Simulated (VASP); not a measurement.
# Cu2O in VASP: one cell, several levels of theory, part 1 of 2

What does VASP give for Cu2O built on the database structure prototype, under -2.0 % equal strain in all directions, the cell held fixed? Runs: PBE, r2SCAN.

The runs shown are made with VASP 6.6.1. PAW datasets, plane waves. No spin polarisation and no zero-point or thermal motion.

## (1) The structure to begin with

The cell comes from an earlier relaxation with r2SCAN in another program.

It is cubic, Pn-3m (No. 224); a = 4.161 Å in the conventional setting, 12.01 Å³ an atom. Around Cu lie 2 O at 1.80 Å; around O lie 4 Cu at 1.80 Å.

The structure in full:

```xyz
6
Lattice="4.1612 0.0000 0.0000 0.0000 4.1612 0.0000 0.0000 0.0000 4.1612" Properties=species:S:1:pos:R:3 pbc="T T T"
Cu    1.0403    1.0403    3.1209
Cu    3.1209    1.0403    1.0403
Cu    1.0403    3.1209    1.0403
Cu    3.1209    3.1209    3.1209
O     2.0806    2.0806    2.0806
O     0.0000    0.0000    0.0000
```

## (2) Single point with PBE

INCAR reads:

```
ENCUT = 520.000000
SIGMA = 0.020000
EDIFF = 1.00e-07
GGA = PE
PREC = Accurate
IBRION = -1
ISIF = 2
ISMEAR = -1
NBANDS = 37
NELM = 120
NSW = 0
LASPH = .TRUE.
LCHARG = .TRUE.
LELF = .TRUE.
LWAVE = .FALSE.
LREAL = .FALSE.
```

KPOINTS reads:

```
KPOINTS created by Atomic Simulation Environment
0
Gamma
6 6 6
0 0 0
```

KPOINTS_OPT reads:

```
special points
4
Reciprocal
0.0000000000 0.0000000000 0.0000000000 1
0.0000000000 0.5000000000 0.0000000000 1
0.5000000000 0.5000000000 0.0000000000 1
0.5000000000 0.5000000000 0.5000000000 1
```

POSCAR reads:

```
Cu O
 1.0000000000000000
     4.1611586921999999    0.0000000000000000    0.0000000000000000
     0.0000000000000000    4.1611586921999999    0.0000000000000000
     0.0000000000000000    0.0000000000000000    4.1611586921999999
 Cu  O
   4   2
Cartesian
  1.0402896730500000  1.0402896730500000  3.1208690191499997
  3.1208690191499997  1.0402896730500000  1.0402896730500000
  1.0402896730500000  3.1208690191499997  1.0402896730500000
  3.1208690191499997  3.1208690191499997  3.1208690191499997
  2.0805793460999999  2.0805793460999999  2.0805793460999999
  0.0000000000000000  0.0000000000000000  0.0000000000000000
```

Potentials: the recommended PBE PAW datasets, 56 valence electrons in the neutral cell.

Launch:

```console
mpirun -np 1 vasp_std
```

Printed to the terminal (iteration lines stand in OSZICAR):

```text
POSCAR found type information on POSCAR CuO
 POSCAR found :  2 types and       6 ions
 LDA part: xc-table for (Slater+PW92), standard interpolation
 POSCAR, INCAR and KPOINTS ok, starting setup
 FFT: planning ... GRIDC
 FFT: planning ... GRID_SOFT
 FFT: planning ... GRID
 WAVECAR not read
 entering main loop
 Start KPOINTS_OPT (optional k-point list driver)
k-point batch [1-4\4]
```

OSZICAR:

```text
N       E                     dE             d eps       ncg     rms          rms(c)
DAV:   1     0.555880583592E+03    0.55588E+03   -0.25076E+04  1488   0.245E+03
DAV:   2     0.639611157934E+02   -0.49192E+03   -0.46737E+03  1490   0.466E+02
DAV:   3    -0.278027786146E+02   -0.91764E+02   -0.87077E+02  1840   0.221E+02
DAV:   4    -0.331977264766E+02   -0.53949E+01   -0.53111E+01  2141   0.611E+01
DAV:   5    -0.332581001539E+02   -0.60374E-01   -0.60339E-01  2021   0.739E+00    0.189E+01
DAV:   6    -0.299187443763E+02    0.33394E+01   -0.51410E+01  1976   0.137E+02    0.118E+01
DAV:   7    -0.269153039616E+02    0.30034E+01   -0.13529E+01  1930   0.851E+01    0.310E+00
DAV:   8    -0.269799494650E+02   -0.64646E-01   -0.13379E+00  1797   0.668E+00    0.170E+00
DAV:   9    -0.269562192606E+02    0.23730E-01   -0.65243E-02  1987   0.355E+00    0.550E-01
DAV:  10    -0.269515026466E+02    0.47166E-02   -0.28027E-02  1982   0.245E+00    0.254E-01
DAV:  11    -0.269506953899E+02    0.80726E-03   -0.53291E-03  2347   0.875E-01    0.716E-02
DAV:  12    -0.269506305348E+02    0.64855E-04   -0.84883E-04  2025   0.290E-01    0.152E-02
DAV:  13    -0.269506377063E+02   -0.71715E-05   -0.66968E-05  2002   0.122E-01    0.700E-03
DAV:  14    -0.269506371656E+02    0.54066E-06   -0.81684E-06  2010   0.514E-02    0.226E-03
DAV:  15    -0.269506370032E+02    0.16242E-06   -0.16876E-06  1966   0.111E-02    0.133E-03
DAV:  16    -0.269506369734E+02    0.29775E-07   -0.11154E-07   900   0.491E-03
   1 F= -.26950637E+02 E0= -.26950637E+02  d E =-.251334E-09
       N       E                     dE             ncg
DAV:   1     0.433751063031E+04   -0.26866E+04      296
DAV:   2     0.245695768993E+04   -0.18806E+04      296
DAV:   3     0.213408387089E+04   -0.32287E+03      343
DAV:   4     0.211312088852E+04   -0.20963E+02      411
DAV:   5     0.211292343201E+04   -0.19746E+00      355
DAV:   6     0.211292005055E+04   -0.33815E-02      411
DAV:   7     0.211291997401E+04   -0.76547E-04      358
DAV:   8     0.211291997032E+04   -0.36891E-05      387
DAV:   9     0.211291997012E+04   -0.19984E-06      278
DAV:  10     0.211291997011E+04   -0.73987E-08      203
```

The lines after F= are the extra pass for the points of KPOINTS_OPT, at fixed density; their E is not a total energy.

Parts of OUTCAR:

```text
k-points           NKPTS =     20   k-points in BZ     NKDIM =     20   number of bands    NBANDS=     37

   NELECT =      56.0000    total number of electrons

   dimension x,y,z NGX =    32 NGY =   32 NGZ =   32
   dimension x,y,z NGXF=    64 NGYF=   64 NGZF=   64

  energy-cutoff  :      520.00
  volume of cell :       72.05
      direct lattice vectors                 reciprocal lattice vectors
     4.161158692  0.000000000  0.000000000     0.240317679  0.000000000  0.000000000
     0.000000000  4.161158692  0.000000000     0.000000000  0.240317679  0.000000000
     0.000000000  0.000000000  4.161158692     0.000000000  0.000000000  0.240317679

 k-points in reciprocal lattice and weights: KPOINTS created by Atomic Simulation Env
   0.00000000  0.00000000  0.00000000       0.005
   0.16666667  0.00000000  0.00000000       0.028
   0.33333333  0.00000000  0.00000000       0.028
   0.50000000  0.00000000  0.00000000       0.014
   0.16666667  0.16666667  0.00000000       0.056
   0.33333333  0.16666667  0.00000000       0.111
   0.50000000  0.16666667  0.00000000       0.056
   0.33333333  0.33333333  0.00000000       0.056
[... 12 more k-points ...]

 E-fermi :   5.9703

 k-point     1 :       0.0000    0.0000    0.0000
  band No.  band energies     occupation
      1     -15.1703      2.00000
      2     -14.2851      2.00000
      3      -2.2789      2.00000
      4      -2.2789      2.00000
      5      -2.2789      2.00000
      6       0.2699      2.00000
      7       0.3873      2.00000
      8       0.3873      2.00000
      9       0.3873      2.00000
     10       2.2133      2.00000
     11       2.2133      2.00000
     12       2.3611      2.00000
     13       2.3611      2.00000
     14       2.3611      2.00000
     15       3.3473      2.00000
     16       3.3473      2.00000
     17       3.4757      2.00000
     18       3.4757      2.00000
     19       3.4757      2.00000
     20       3.6363      2.00000
     21       3.6363      2.00000
     22       3.6363      2.00000
     23       3.8511      2.00000
     24       3.8511      2.00000
     25       3.8511      2.00000
     26       5.6007      2.00000
     27       5.6007      2.00000
     28       5.6007      2.00000
     29       6.3103      0.00000
     30       6.5997      0.00000
     31       6.5997      0.00000
     32      13.9817      0.00000
     33      13.9817      0.00000
     34      13.9817      0.00000
     35      15.1455      0.00000
     36      15.1455      0.00000
     37      15.1455      0.00000

 k-point     2 :       0.1667    0.0000    0.0000
  band No.  band energies     occupation
      1     -15.1111      2.00000
      2     -14.3439      2.00000
      3      -2.1982      2.00000
      4      -2.1671      2.00000
      5      -2.1671      2.00000
      6      -0.2601      2.00000
      7       0.0915      2.00000
      8       0.0915      2.00000
      9       0.7570      2.00000
     10       2.2671      2.00000
     11       2.3629      2.00000
     12       2.3962      2.00000
     13       2.5799      2.00000
     14       2.5799      2.00000
     15       3.3335      2.00000
     16       3.3692      2.00000
     17       3.4097      2.00000
     18       3.5173      2.00000
     19       3.5173      2.00000
     20       3.5250      2.00000
     21       3.6985      2.00000
     22       3.7002      2.00000
     23       3.7002      2.00000
     24       3.8257      2.00000
     25       3.8257      2.00000
     26       4.5853      2.00000
     27       5.5250      2.00000
     28       5.5250      2.00000
     29       6.5551      0.00000
     30       7.0802      0.00000
     31       7.6957      0.00000
     32      13.4534      0.00000
     33      13.7514      0.00000
     34      13.8308      0.00000
     35      13.8308      0.00000
     36      14.5399      0.00000
     37      14.5399      0.00000

 k-point     3 :       0.3333    0.0000    0.0000
  band No.  band energies     occupation
      1     -14.9489      2.00000
      2     -14.5055      2.00000
      3      -1.9492      2.00000
      4      -1.8645      2.00000
      5      -1.8645      2.00000
      6      -0.9323      2.00000
      7      -0.4812      2.00000
      8      -0.4812      2.00000
      9       1.2185      2.00000
     10       2.2611      2.00000
     11       2.4326      2.00000
     12       2.7060      2.00000
     13       2.9357      2.00000
     14       2.9357      2.00000
     15       3.1124      2.00000
     16       3.2050      2.00000
     17       3.3024      2.00000
     18       3.4293      2.00000
     19       3.4610      2.00000
     20       3.4610      2.00000
     21       3.6006      2.00000
     22       3.6427      2.00000
     23       3.7423      2.00000
     24       3.7423      2.00000
     25       4.0374      2.00000
     26       4.0374      2.00000
     27       5.3216      2.00000
     28       5.3216      2.00000
     29       7.2177      0.00000
     30       8.2418      0.00000
     31       8.4582      0.00000
     32      11.6866      0.00000
     33      13.5347      0.00000
     34      13.5347      0.00000
     35      13.5778      0.00000
     36      13.7412      0.00000
     37      13.7412      0.00000

 k-point     4 :       0.5000    0.0000    0.0000
  band No.  band energies     occupation
      1     -14.7270      2.00000
      2     -14.7270      2.00000
      3      -1.5998      2.00000
      4      -1.5998      2.00000
      5      -1.5223      2.00000
      6      -1.5223      2.00000
      7      -0.8536      2.00000
      8      -0.8536      2.00000
      9       1.7994      2.00000
     10       1.7994      2.00000
     11       2.7168      2.00000
     12       2.7168      2.00000
     13       2.9482      2.00000
     14       2.9482      2.00000
     15       3.1641      2.00000
     16       3.1641      2.00000
     17       3.3262      2.00000
     18       3.3262      2.00000
     19       3.3310      2.00000
     20       3.3310      2.00000
     21       3.5129      2.00000
     22       3.5129      2.00000
     23       3.7222      2.00000
     24       3.7222      2.00000
     25       4.2725      2.00000
     26       4.2725      2.00000
     27       5.1611      2.00000
     28       5.1611      2.00000
     29       8.0415      0.00000
     30       8.0415      0.00000
     31       9.8110      0.00000
     32       9.8110      0.00000
     33      13.4073      0.00000
     34      13.4073      0.00000
     35      13.4200      0.00000
     36      13.4200      0.00000
     37      15.2236      0.00000

 k-point     5 :       0.1667    0.1667    0.0000
  band No.  band energies     occupation
      1     -15.0582      2.00000
      2     -14.3931      2.00000
      3      -2.2972      2.00000
      4      -2.0727      2.00000
      5      -1.8990      2.00000
      6      -0.6872      2.00000
      7      -0.1153      2.00000
      8       0.1119      2.00000
      9       0.8787      2.00000
     10       2.3187      2.00000
     11       2.4206      2.00000
     12       2.4880      2.00000
     13       2.6310      2.00000
     14       2.7473      2.00000
     15       3.3197      2.00000
     16       3.3455      2.00000
     17       3.3834      2.00000
     18       3.4097      2.00000
     19       3.5619      2.00000
     20       3.6191      2.00000
     21       3.6373      2.00000
     22       3.6459      2.00000
     23       3.6949      2.00000
     24       3.7507      2.00000
     25       3.8263      2.00000
     26       4.5039      2.00000
     27       5.1144      2.00000
     28       5.4534      2.00000
     29       6.7800      0.00000
     30       7.6701      0.00000
     31       8.1068      0.00000
     32      12.5390      0.00000
     33      12.5474      0.00000
     34      13.6697      0.00000
     35      14.0860      0.00000
     36      14.6903      0.00000
     37      14.7486      0.00000

[... the tables of k-points 6 to 20 left out ...]

  Total        6.6519011      6.6519011      6.6519011     -0.0000000      0.0000000      0.0000000
  in kB      147.9154469    147.9154469    147.9154469     -0.0000000      0.0000000      0.0000000
  external PRESSURE =     147.9154469 kB  Pullay stress =       0.0000000 kB

 POSITION                                       TOTAL-FORCE (eV/Angst)
 -----------------------------------------------------------------------------------
      1.04029      1.04029      3.12087        -0.000000      0.000000     -0.000000
      3.12087      1.04029      1.04029        -0.000000     -0.000000      0.000000
      1.04029      3.12087      1.04029         0.000000      0.000000      0.000000
      3.12087      3.12087      3.12087        -0.000000     -0.000000     -0.000000
      2.08058      2.08058      2.08058        -0.000000      0.000000      0.000000
      0.00000      0.00000      0.00000        -0.000000      0.000000      0.000000
 -----------------------------------------------------------------------------------
    total drift:                               -0.000000      0.000000     -0.000000

  FREE ENERGIE OF THE ION-ELECTRON SYSTEM (eV)
  ---------------------------------------------------
  free  energy   TOTEN  =       -26.9506369734 eV

  energy  without entropy=      -26.9506369732  energy(sigma->0) =      -26.95063697
```

Run time: 68 s. Hardware: 1 MPI rank of Intel Xeon Platinum 8488C, shared host; peak memory 0.2 GiB.

The levels at the points of KPOINTS_OPT are read from vasprun.xml.

Near the gap, in eV above the top of the last filled band v; c is the band after it:

```
point    v−1      v     c   c+1
    Γ   0.00   0.00  0.71  1.00
    X  -0.44  -0.44  2.44  2.44
    M  -0.73  -0.73  1.96  1.96
    R  -0.63  -0.63  2.35  2.35
```

The PBE gap is 0.71 eV, direct at Γ. The pressure is 14.79 GPa; the forces vanish within 0.01 eV/Å.

Density in a lattice plane of the grid's cell (edges 4.16 and 4.16 Å, at 0.250 of the third edge), which holds Cu.

Values in e/Å³, 12 rows by 12 columns:
```
 0.30  0.42  0.94  1.61  0.95  0.34  0.16  0.10  0.10  0.11  0.14  0.21
 0.27  0.94  5.32  9.31  5.48  0.95  0.22  0.10  0.07  0.06  0.08  0.14
 0.27  1.61  9.31 15.60  9.31  1.61  0.27  0.11  0.06  0.05  0.06  0.11
 0.22  0.95  5.48  9.31  5.32  0.94  0.27  0.14  0.08  0.06  0.07  0.10
 0.16  0.34  0.95  1.61  0.94  0.42  0.30  0.21  0.14  0.11  0.10  0.10
 0.13  0.16  0.22  0.27  0.27  0.30  0.34  0.30  0.27  0.27  0.22  0.16
 0.16  0.10  0.10  0.11  0.14  0.21  0.30  0.42  0.94  1.61  0.95  0.34
 0.22  0.10  0.07  0.06  0.08  0.14  0.27  0.94  5.32  9.31  5.48  0.95
 0.27  0.11  0.06  0.05  0.06  0.11  0.27  1.61  9.31 15.60  9.31  1.61
 0.27  0.14  0.08  0.06  0.07  0.10  0.22  0.95  5.48  9.31  5.32  0.94
 0.30  0.21  0.14  0.11  0.10  0.10  0.16  0.34  0.95  1.61  0.94  0.42
 0.34  0.30  0.27  0.27  0.22  0.16  0.13  0.16  0.22  0.27  0.27  0.30
```
Columns run along the first of these edges and rows up along the second, over one cell in 12 and 12 even steps from the bottom left corner. Atoms in the plane (fractional): Cu at (0.25, 0.75), Cu at (0.75, 0.25).

ELF in the same plane.

Ten even steps from ' ' (0.00) to '@' (0.35):
```
%%##++======++++++++++++========--------==++##%%
**======--------==++**++====----::::::::--==++**
======--..      ::--++++====--::........::--====
--==--..          ::==++==--::::..........::----
==++--..          ..--++==--::....      ....::--
==++==::          ..--==------::..........::::--
==++++--::      ..--==========--::........::--==
==++**++==--------======****++==--::::::::----==
==++++++++++++======++##%%%%##++==--------======
==============----==##@@@@@@##==----============
========--------==++##%%%%##++======++++++++++++
====----::::::::--==++****======--------==++**++
====--::........::--==========--..      ::--++++
==--::::..........::------==--..          ::==++
==--::....      ....::--==++--..          ..--++
------::..........::::--==++==::          ..--==
======--::........::--====++++--::      ..--====
****++==--::::::::----====++**++==--------======
%%%%##++==--------========++++++++++++======++##
@@@@##==----==========================----==##@@
```
Columns run along the first of these edges and rows up along the second, over one cell in 24 and 20 even steps from the bottom left corner. Atoms in the plane (fractional): Cu at (0.25, 0.75), Cu at (0.75, 0.25).

Both are smooth fields of the valence electrons: close to the nuclei they are not physical.

Maxima of ELF outside the ion cores: 0.83 in the shell around O, 0.6 Å from O.

(Continued in part 2 of 2.)
